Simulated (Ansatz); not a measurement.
# InSe (P-6m2) in Ansatz: a series of runs

One crystal, InSe, is run at these levels: PBEsol, PBE, LDA, r2SCAN; tasks: band structure.

Everything below comes from runs of Ansatz 0.2.0. Logs are shortened: lines on timing, memory, paths and dates and some standing lists are left out, and cuts for length are marked.

## Step 1: The crystal as given

Symmetry: P-6m2, No. 187, hexagonal system. The conventional cell has a = 4.047 Å, b = 4.047 Å, c = 18.052 Å, α = 90.00°, β = 90.00°, γ = 120.00°. In (site symmetry 3m) has 3 Se at 2.65 Å and 1 In at 2.79 Å as nearest neighbours. In (site symmetry 3m) has 3 Se at 2.65 Å and 1 In at 2.79 Å as nearest neighbours. Se (site symmetry 3m) is surrounded by 3 In at 2.65 Å. Around Se (site symmetry 3m) lie 3 In at 2.65 Å.

Measurements of this composition are mostly on another form, of space group No. 160.

## Step 2: Band structure, PBEsol

File input.yaml:

```yaml
crystal:
  lattice:
    - [4.0473293151, 0.0, 0.0]
    - [-2.0236646576, 3.5050900044, 0.0]
    - [0.0, 0.0, 18.05206491]
  atoms:
    - { symbol: In, position: [0.3333333333, 0.6666666667, 0.07739049] }
    - { symbol: In, position: [0.3333333333, 0.6666666667, 0.92260951] }
    - { symbol: In, position: [0.0, 0.0, 0.42260632] }
    - { symbol: In, position: [0.0, 0.0, 0.57739368] }
    - { symbol: Se, position: [0.3333333333, 0.6666666667, 0.35298428] }
    - { symbol: Se, position: [0.3333333333, 0.6666666667, 0.64701572] }
    - { symbol: Se, position: [0.6666666667, 0.3333333333, 0.14699993] }
    - { symbol: Se, position: [0.6666666667, 0.3333333333, 0.85300007] }
hamiltonian:
  xc: pbesol
  pseudopotentials: { kind: paw }
kpoints:
  mp_grid: { grid: [8, 8, 2] }
  band_path:
    path:
      - [[0.0, 0.0, 0.0], [0.5, 0.0, 0.0], [0.3333333333, 0.3333333333, 0.0], [0.0, 0.0, 0.0], [0.0, 0.0, 0.5], [0.5, 0.0, 0.5], [0.3333333333, 0.3333333333, 0.5], [0.0, 0.0, 0.5]]
      - [[0.5, 0.0, 0.5], [0.5, 0.0, 0.0]]
      - [[0.3333333333, 0.3333333333, 0.0], [0.3333333333, 0.3333333333, 0.5]]
    npoints: 10
scf:
  occupations: { method: fermi_dirac, width: 0.05 }
  n_extra_bands: 20
output:
  forces: true
  stress: true
  eigenvalues: true
  fatbands: false
```

Potentials or basis: Ansatz PAW.

Launch:

```sh
> ansatz run input.yaml --threads 4 --pin off --max-ram 11264MiB --backend cpu --events-out ev --progress --plain --runs-dir out
```

Log:

```text
Warning: RAYON_NUM_THREADS=4 ignored (pool sized by the plan → 4); use --threads N
scf.n_extra_bands = 20 over 58 filled bands (N_el = 116.0): the run solves 78 bands
Engine: ansatz 0.2.0, aarch64-unknown-linux-gnu
Pseudopotentials: kind: paw
Pseudopotential: In, paw, valence charge 13, recommended cutoff 420 eV (normal), In.paw.azcp
Pseudopotential: Se, paw, valence charge 16, recommended cutoff 420 eV (normal), Se.paw.azcp
Functional definition: PBEsol
  exchange = pbesol_x
  correlation = pbesol_c
Crystal: 8 atoms, lattice volume = 256.091 Å³
Basis set: ecut = 420 eV, 4981 PW (Γ), exchange–correlation on 60×60×250 points (8 copies of the dense FFT grid, shifted against one another)
Bands: 78, of which v1, the nominal top of the filled ones, is band 58 counted from 1 (57 counted from 0)
Symmetry: 12 space group operations
Space group: P-6m2 (ITA 187), of the structure as read, at distance tolerance 6.4e-5 Å
k-points: 20 of 128 (time reversal used)
Non-local potential: In, projectors of the file, l = 0: 2, l = 1: 2, l = 2: 2, l = 3: 2
Non-local potential: Se, projectors of the file, l = 0: 2, l = 1: 2, l = 2: 3, l = 3: 1
PAW form: soft (Blöchl's): semilocal exchange-correlation on the pseudo side does not see the compensation charge
PAW frozen core: In, regenerated for the run's functional, and the local potential with it (the file was generated under x = pbe(κ = 0.804, μ = 0.2195149727645171), c = pbe(β = 0.06672455060314922))
PAW frozen core: Se, regenerated for the run's functional, and the local potential with it (the file was generated under x = pbe(κ = 0.804, μ = 0.2195149727645171), c = pbe(β = 0.06672455060314922))
PAW one-centre angular grid: In, 590 points (default); XC on 64 Gauss nodes
[... 26 lines left out ...]
  E_nonlocal   = -896.912881
  E_hartree    = 7799.579209
  E_xc         = -1264.589417
  E_vxc        = -788.337394  (∫ρ·V_xc dr)
  E_paw        = -23808.281898  (= ΣΔE_a)
  E_vpaw       = -341.181938  (= ΣTr[D̂ρ^β])
  E_aug_tail   = -0.002316  (compensation charges beyond the density's cutoff)
  E_ewald      = -10101.677288
  E_core_change = 4.977412  (= ΣΔE_core)
  E_smearing   = -0.000034  (= −TS)
  E_closure    = 0.000000  (closes the sum)
  Σ components = -43802.267290   (vs F -43802.267290, Δ=0.00e0)
--- Forces (eV/Å), atoms counted from 1 ---
  atom   1  In    -0.00000000    -0.00000000    -0.06098629
  atom   2  In    -0.00000000     0.00000000     0.06098629
  atom   3  In    -0.00000000     0.00000000     0.06053280
  atom   4  In    -0.00000000    -0.00000000    -0.06053280
  atom   5  Se     0.00000000    -0.00000000    -0.01244267
  atom   6  Se     0.00000000    -0.00000000     0.01244267
  atom   7  Se     0.00000000     0.00000000     0.01268787
  atom   8  Se     0.00000000     0.00000000    -0.01268787
  max |Σ_I F_I| component: 2.31e-17 eV/Å
--- Stress (GPa, compression-positive) ---
       -0.914171       0.000000       0.000000
        0.000000      -0.914171       0.000000
        0.000000       0.000000      -0.544695
  P = ⅓ Tr σ = -0.7910 GPa (-7.910 kbar)
--- Band table (eV; the first three rows and the last of 20) ---
  k-point 0: bands = ["-41.4267", "-41.4267", "-41.4267", "-41.4267", "-41.4226", "-41.4226", "-41.4226", "-41.4226", "-41.3919", "-41.3919", "-41.3919", "-41.3919", "-41.3878", "-41.3878", "-41.3878", "-41.3878", "-41.3791", "-41.3791", "-41.3750", "-41.3750", "-8.6655", "-8.6623", "-8.4746", "-8.4746", "-8.4715", "-8.4715", "-8.3901", "-8.3901", "-8.3870", "-8.3870", "-8.3792", "-8.3792", "-8.3761", "-8.3761", "-8.2034", "-8.2034", "-8.2001", "-8.2001", "-8.1963", "-8.1921", "-7.2951", "-7.2203", "-7.1450", "-7.0674", "-0.0863", "0.0589", "2.0788", "2.5263", "4.7310", "4.7310", "4.7777", "4.7777", "4.8084", "4.8084", "4.8364", "4.8574", "4.8574", "5.8023", "6.4430", "7.2482", "7.9461", "7.9906", "10.2423", "10.2423", "10.2726", "10.2726", "11.4812", "11.4812", "11.5297", "11.5297", "11.5550", "11.6428", "12.6139", "13.2566", "13.7385", "14.0815", "14.8181", "14.8181"]
  k-point 1: bands = ["-41.4267", "-41.4267", "-41.4267", "-41.4267", "-41.4226", "-41.4226", "-41.4226", "-41.4226", "-41.3919", "-41.3919", "-41.3919", "-41.3919", "-41.3878", "-41.3878", "-41.3878", "-41.3878", "-41.3791", "-41.3791", "-41.3750", "-41.3750", "-8.6655", "-8.6623", "-8.4746", "-8.4746", "-8.4715", "-8.4715", "-8.3901", "-8.3901", "-8.3870", "-8.3870", "-8.3792", "-8.3792", "-8.3761", "-8.3761", "-8.2034", "-8.2034", "-8.2002", "-8.2002", "-8.1958", "-8.1926", "-7.2681", "-7.2652", "-7.0988", "-7.0957", "-0.0199", "-0.0157", "2.2879", "2.2941", "4.7466", "4.7466", "4.7487", "4.7487", "4.8385", "4.8385", "4.8407", "4.8407", "5.2302", "5.2423", "6.9291", "6.9445", "7.9716", "7.9785", "10.2557", "10.2557", "10.2586", "10.2586", "11.5043", "11.5043", "11.5068", "11.5068", "11.5874", "11.5945", "12.8786", "12.8912", "13.9479", "13.9862", "14.8961", "14.8961"]
  k-point 2: bands = ["-41.4267", "-41.4267", "-41.4267", "-41.4267", "-41.4226", "-41.4226", "-41.4225", "-41.4225", "-41.3919", "-41.3919", "-41.3919", "-41.3919", "-41.3878", "-41.3878", "-41.3878", "-41.3878", "-41.3791", "-41.3791", "-41.3750", "-41.3750", "-8.6668", "-8.6636", "-8.5256", "-8.5219", "-8.4724", "-8.4693", "-8.4565", "-8.4525", "-8.3834", "-8.3802", "-8.3797", "-8.3765", "-8.3717", "-8.3685", "-8.2371", "-8.2337", "-8.2046", "-8.2014", "-8.1380", "-8.1347", "-7.1363", "-7.0659", "-6.9984", "-6.9248", "-0.0044", "0.1146", "2.0740", "2.3515", "3.8592", "3.9625", "4.0152", "4.2822", "4.5378", "4.5980", "4.6365", "4.7001", "5.0714", "5.7429", "7.2838", "7.7794", "8.6149", "8.6654", "9.5704", "9.6630", "10.3980", "10.4352", "10.8266", "10.9388", "11.7489", "11.8046", "11.8685", "11.9620", "12.4879", "13.0540", "13.5280", "14.2354", "14.4145", "14.6357"]
  k-point 19: bands = ["-41.4266", "-41.4266", "-41.4265", "-41.4265", "-41.4225", "-41.4225", "-41.4224", "-41.4224", "-41.3919", "-41.3919", "-41.3919", "-41.3919", "-41.3878", "-41.3878", "-41.3878", "-41.3878", "-41.3790", "-41.3790", "-41.3749", "-41.3749", "-8.7876", "-8.7845", "-8.6951", "-8.6920", "-8.6007", "-8.5974", "-8.4904", "-8.4872", "-8.3845", "-8.3814", "-8.3369", "-8.3338", "-8.3310", "-8.3278", "-8.2460", "-8.2428", "-8.2267", "-8.2235", "-8.0394", "-8.0359", "-6.0042", "-6.0007", "-5.9346", "-5.9310", "-0.1792", "-0.1770", "0.6024", "0.6031", "2.2863", "2.2946", "2.6247", "2.6377", "3.4498", "3.4521", "3.9731", "3.9976", "4.3406", "4.3755", "7.9346", "7.9438", "8.3784", "8.3816", "9.3863", "9.4196", "10.4063", "10.4946", "11.2418", "11.2544", "11.9872", "12.0041", "12.9035", "13.0759", "13.3073", "13.5261", "13.8902", "14.0274", "14.3851", "14.4606"]
```

bands.tsv:

```text
[... 115 lines left out ...]
```

Wall time 36 s (4 threads of Arm Neoverse V2, shared host); peak memory 1.3 GiB.

What came out:

```
Free energy             : -43802.2673 eV
Pressure                : -0.8 GPa
Largest force           : 0.061 eV/Å
Band gap on the k mesh  : 0.64 eV, direct
Band gap along the path : 0.64 eV, direct
```

Forces in eV/Å, atoms in the order of the input:
```
In   0.000  0.000 -0.061
In   0.000  0.000  0.061
In   0.000  0.000  0.061
In   0.000  0.000 -0.061
Se   0.000  0.000 -0.012
Se   0.000  0.000  0.012
Se   0.000  0.000  0.013
Se   0.000  0.000 -0.013
```

Stress tensor (GPa, compression positive):
```
-0.91  0.00  0.00
 0.00 -0.91  0.00
 0.00  0.00 -0.54
```

Levels at the corners of the path, in eV from the valence-band top:
```
point  band 54  band 55  band 56  band 57  band 58  band 59  band 60  band 61  band 62  band 63
    Γ    -0.99    -0.97    -0.94    -0.94     0.00     0.64     1.45     2.14     2.19     4.44
    M    -1.96    -1.94    -1.87    -1.46    -1.33     1.65     1.66     1.88     1.89     3.58
    K    -2.24    -1.78    -1.76    -1.55    -1.52     2.08     2.09     2.61     2.66     3.55
    Γ    -0.99    -0.97    -0.94    -0.94     0.00     0.64     1.45     2.14     2.19     4.44
    A    -0.96    -0.96    -0.96    -0.57    -0.56     1.13     1.14     2.17     2.18     4.45
    L    -2.04    -1.90    -1.90    -1.39    -1.35     1.56     1.64     1.88     2.02     3.60
    H    -2.23    -1.86    -1.77    -1.55    -1.46     2.05     2.10     2.61     2.68     3.50
    A    -0.96    -0.96    -0.96    -0.57    -0.56     1.13     1.14     2.17     2.18     4.45
    L    -2.04    -1.90    -1.90    -1.39    -1.35     1.56     1.64     1.88     2.02     3.60
    M    -1.96    -1.94    -1.87    -1.46    -1.33     1.65     1.66     1.88     1.89     3.58
    K    -2.24    -1.78    -1.76    -1.55    -1.52     2.08     2.09     2.61     2.66     3.55
    H    -2.23    -1.86    -1.77    -1.55    -1.46     2.05     2.10     2.61     2.68     3.50
```

Caveat: spin-orbit coupling is left out, which moves the levels of the heavy elements; this functional lacks dispersion, which binds the layers, so the pressure and a relaxed spacing across them are unreliable; the PAW data sets come from PBE, with cores solved anew for the run's functional, which leaves a small shift of forces and pressure.

## Step 3: Band structure, PBE

input.yaml, as its differences from that of step 2:

```diff
@@ -15,6 +15,6 @@
 hamiltonian:
-  xc: pbesol
+  xc: pbe
   pseudopotentials: { kind: paw }
 kpoints:
-  mp_grid: { grid: [8, 8, 2] }
+  mp_grid: { grid: [6, 6, 2] }
   band_path:
```

Potentials or basis: Ansatz PAW.

Launch:

```sh
> ansatz run input.yaml --threads 4 --pin off --max-ram 11264MiB --backend cpu --events-out ev --progress --plain --runs-dir out
```

Log:

```text
Warning: RAYON_NUM_THREADS=4 ignored (pool sized by the plan → 4); use --threads N
[... 74 lines left out ...]
  k-point 1: bands = ["-41.2341", "-41.2341", "-41.2341", "-41.2341", "-41.2304", "-41.2304", "-41.2304", "-41.2304", "-41.1999", "-41.1999", "-41.1999", "-41.1999", "-41.1962", "-41.1962", "-41.1962", "-41.1962", "-41.1874", "-41.1874", "-41.1837", "-41.1837", "-8.5961", "-8.5934", "-8.4088", "-8.4088", "-8.4061", "-8.4061", "-8.3258", "-8.3258", "-8.3231", "-8.3231", "-8.3160", "-8.3160", "-8.3133", "-8.3133", "-8.1399", "-8.1399", "-8.1372", "-8.1372", "-8.1231", "-8.1204", "-7.1180", "-7.1154", "-6.9552", "-6.9524", "0.1447", "0.1484", "2.4474", "2.4530", "4.8760", "4.8760", "4.8778", "4.8778", "4.9670", "4.9670", "4.9689", "4.9689", "5.3791", "5.3904", "7.1238", "7.1389", "8.2013", "8.2085", "10.4210", "10.4210", "10.4233", "10.4233", "11.6858", "11.6858", "11.6876", "11.6876", "11.7805", "11.7870", "13.1192", "13.1318", "14.2162", "14.2528", "15.0705", "15.0705"]
  k-point 2: bands = ["-41.2341", "-41.2341", "-41.2341", "-41.2341", "-41.2304", "-41.2304", "-41.2303", "-41.2303", "-41.1999", "-41.1999", "-41.1999", "-41.1999", "-41.1962", "-41.1962", "-41.1962", "-41.1962", "-41.1874", "-41.1874", "-41.1837", "-41.1837", "-8.5998", "-8.5971", "-8.4839", "-8.4806", "-8.4225", "-8.4186", "-8.4055", "-8.4029", "-8.3227", "-8.3201", "-8.3082", "-8.3055", "-8.3028", "-8.3001", "-8.1785", "-8.1756", "-8.1420", "-8.1393", "-8.0536", "-8.0508", "-6.8816", "-6.8142", "-6.7556", "-6.6849", "0.2089", "0.3055", "2.1862", "2.3424", "3.6137", "3.7631", "3.7998", "4.2206", "4.5455", "4.6108", "4.6559", "4.7254", "5.2506", "5.8044", "7.7858", "8.1438", "8.8240", "8.9421", "9.7779", "9.8571", "10.6384", "10.6785", "10.7340", "10.8731", "12.1396", "12.1962", "12.2614", "12.3447", "12.5233", "13.1874", "13.3650", "14.2164", "14.5478", "14.8609"]
  k-point 13: bands = ["-41.2340", "-41.2340", "-41.2340", "-41.2340", "-41.2302", "-41.2302", "-41.2302", "-41.2302", "-41.2000", "-41.2000", "-41.1999", "-41.1999", "-41.1962", "-41.1962", "-41.1962", "-41.1962", "-41.1873", "-41.1873", "-41.1836", "-41.1836", "-8.7096", "-8.7070", "-8.6178", "-8.6152", "-8.5331", "-8.5304", "-8.4266", "-8.4240", "-8.3163", "-8.3137", "-8.2786", "-8.2760", "-8.2680", "-8.2654", "-8.1738", "-8.1716", "-8.1711", "-8.1689", "-7.9751", "-7.9722", "-5.8457", "-5.8425", "-5.7812", "-5.7780", "0.0028", "0.0047", "0.7926", "0.7935", "2.3163", "2.3264", "2.6261", "2.6409", "3.6939", "3.7134", "4.0767", "4.1657", "4.3932", "4.4794", "8.0400", "8.0957", "8.5786", "8.6492", "9.4968", "9.6056", "10.5379", "10.7104", "11.8116", "11.8193", "12.7100", "12.7512", "12.8259", "13.0639", "13.2412", "13.9993", "14.1133", "14.1291", "14.2978", "14.9818"]
```

bands.tsv:

```text
[... 115 lines left out ...]
```

Run time: 30 s. Hardware: 4 threads of Arm Neoverse V2, shared host; peak memory 1.3 GiB.

Results:

| Item | Value |
| --- | --- |
| Free energy | -44271.8531 eV |
| Pressure | 1.4 GPa |
| Largest force | 0.238 eV/Å |
| Band gap on the k mesh | 0.73 eV, direct |
| Band gap along the path | 0.73 eV, direct |

Forces in eV/Å, atoms in the order of the input:
```
In   0.000  0.000 -0.096
In   0.000  0.000  0.096
In   0.000  0.000  0.095
In   0.000  0.000 -0.095
Se   0.000  0.000 -0.237
Se   0.000  0.000  0.237
Se   0.000  0.000  0.238
Se   0.000  0.000 -0.238
```

Levels at the corners of the path, in eV from the valence-band top:
```
point  band 55  band 56  band 57  band 58  band 59  band 60  band 61  band 62
    Γ    -0.94    -0.94    -0.94     0.00     0.73     1.51     2.25     2.29
    M    -1.93    -1.86    -1.44    -1.32     1.72     1.73     1.95     1.95
    K    -1.78    -1.76    -1.54    -1.51     2.15     2.15     2.65     2.69
    Γ    -0.94    -0.94    -0.94     0.00     0.73     1.51     2.25     2.29
    A    -0.96    -0.96    -0.55    -0.54     1.19     1.21     2.27     2.28
    L    -1.89    -1.89    -1.38    -1.34     1.63     1.71     1.94     2.08
    H    -1.85    -1.76    -1.54    -1.45     2.11     2.17     2.65     2.72
    A    -0.96    -0.96    -0.55    -0.54     1.19     1.21     2.27     2.28
    L    -1.89    -1.89    -1.38    -1.34     1.63     1.71     1.94     2.08
    M    -1.93    -1.86    -1.44    -1.32     1.72     1.73     1.95     1.95
    K    -1.78    -1.76    -1.54    -1.51     2.15     2.15     2.65     2.69
    H    -1.85    -1.76    -1.54    -1.45     2.11     2.17     2.65     2.72
```

Caveat: spin-orbit coupling is left out, which moves the levels of the heavy elements; this functional lacks dispersion, which binds the layers, so the pressure and a relaxed spacing across them are unreliable.

## Step 4: Band structure, LDA

input.yaml, as its differences from that of step 3:

```diff
@@ -15,6 +15,6 @@
 hamiltonian:
-  xc: pbe
+  xc: lda
   pseudopotentials: { kind: paw }
 kpoints:
-  mp_grid: { grid: [6, 6, 2] }
+  mp_grid: { grid: [8, 8, 2] }
   band_path:
@@ -32,2 +32,2 @@
   eigenvalues: true
-  fatbands: false
+  fatbands: true
```

Launch:

```sh
> ansatz run input.yaml --threads 4 --pin off --max-ram 11264MiB --backend cpu --events-out ev --progress --plain --runs-dir out
```

Wall time 67 s (4 threads of Arm Neoverse V2, shared host); peak memory 1.3 GiB.

Results (log left out):

```yaml
Free_energy: -43365.2779 eV
Pressure: -2.3 GPa
Largest_force: 0.153 eV/Å
Band_gap_on_the_k_mesh: 0.50 eV, direct
Band_gap_along_the_path: 0.50 eV, direct
```

Forces in eV/Å, atoms in the order of the input:
```
In   0.000  0.000 -0.015
In   0.000  0.000  0.015
In   0.000  0.000  0.015
In   0.000  0.000 -0.015
Se   0.000  0.000  0.153
Se   0.000  0.000 -0.153
Se   0.000  0.000 -0.153
Se   0.000  0.000  0.153
```

Stress tensor (GPa, compression positive):
```
-2.35  0.00  0.00
 0.00 -2.35  0.00
 0.00  0.00 -2.13
```

Levels at the corners of the path, in eV from the valence-band top:
```tsv
point	band 54	band 55	band 56	band 57	band 58	band 59	band 60	band 61	band 62	band 63
Γ	-0.99	-0.99	-0.94	-0.94	0.00	0.50	1.35	2.06	2.10	4.39
M	-1.95	-1.94	-1.86	-1.48	-1.35	1.56	1.62	1.79	1.86	3.53
K	-2.23	-1.78	-1.76	-1.58	-1.54	2.07	2.08	2.50	2.55	3.52
Γ	-0.99	-0.99	-0.94	-0.94	0.00	0.50	1.35	2.06	2.10	4.39
A	-0.96	-0.95	-0.95	-0.61	-0.60	1.03	1.04	2.08	2.09	4.40
L	-2.04	-1.90	-1.90	-1.41	-1.37	1.48	1.57	1.82	1.97	3.55
H	-2.22	-1.87	-1.76	-1.58	-1.48	2.03	2.10	2.51	2.59	3.47
A	-0.96	-0.95	-0.95	-0.61	-0.60	1.03	1.04	2.08	2.09	4.40
L	-2.04	-1.90	-1.90	-1.41	-1.37	1.48	1.57	1.82	1.97	3.55
M	-1.95	-1.94	-1.86	-1.48	-1.35	1.56	1.62	1.79	1.86	3.53
K	-2.23	-1.78	-1.76	-1.58	-1.54	2.07	2.08	2.50	2.55	3.52
H	-2.22	-1.87	-1.76	-1.58	-1.48	2.03	2.10	2.51	2.59	3.47
```

Caveat: spin-orbit coupling is left out, which moves the levels of the heavy elements; the PAW data sets come from PBE, with cores solved anew for the run's functional, which leaves a small shift of forces and pressure.

(Part 1 of 2 ends here.)
